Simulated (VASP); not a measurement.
Write the native input for VASP 6.6.1 that does the following.

```
Task                   : single point
Functional             : RPBE
Potentials or basis    : VASP PAW PBE potentials, release 64 (N_GW, B_GW)
Cutoff                 : 550 eV
k mesh                 : 12 × 12 × 4
Occupations            : gaussian, width 0.05 eV
Spin                   : no spin polarisation
Further INCAR settings : ALGO = Normal; EDIFF = 1e-06
```

The structure of BN lies in POSCAR:

```
BN
2.4982
    1.000016011528      0.000000000000      0.000000000000
   -0.500008005764      0.866039270195      0.000000000000
    0.000000000000      0.000000000000      2.656192458570
N B
2 2
Direct
    0.6666666667      0.3333333333      0.2500000000
    0.3333333333      0.6666666667      0.7500000000
    0.6666666667      0.3333333333      0.7500000000
    0.3333333333      0.6666666667      0.2500000000
```

The input as run:

INCAR

```
SYSTEM = BN
  PREC = Accurate
  ENCUT = 550
  EDIFF = 1E-6
  ISMEAR = 0
  SIGMA = 0.05
  LREAL = .False.
  LASPH = .True.
  NELM = 60
  ALGO = Normal
  ISIF = 2
  LWAVE = .False.
  LCHARG = .False.
  GGA = RP
```

KPOINTS

```
Automatic mesh
0
Gamma
  12 12 4
  0 0 0
```

Potentials or basis: VASP PAW PBE potentials, release 64 (N_GW, B_GW).

Launch:

```bash
$ cat potpaw_PBE.64/N_GW/POTCAR potpaw_PBE.64/B_GW/POTCAR > POTCAR
$ mpirun -np 1 vasp_std > vasp.out
```

Results of the run:

```
Pressure               : 8.5 GPa
Band gap on the k mesh : 4.41 eV, indirect (least direct gap 4.75 eV)
```

Caveat: the PAW data sets were made with another functional, which shifts forces and pressure a little; this functional lacks dispersion, which binds the layers, so the pressure and a relaxed spacing across them are unreliable.

Run time: 21 s on 1 thread of Intel(R) Xeon(R) Platinum 8259CL CPU @ 2.50GHz (Skylake/Cascade Lake), with other jobs on the host, peak memory 0.16 GiB.
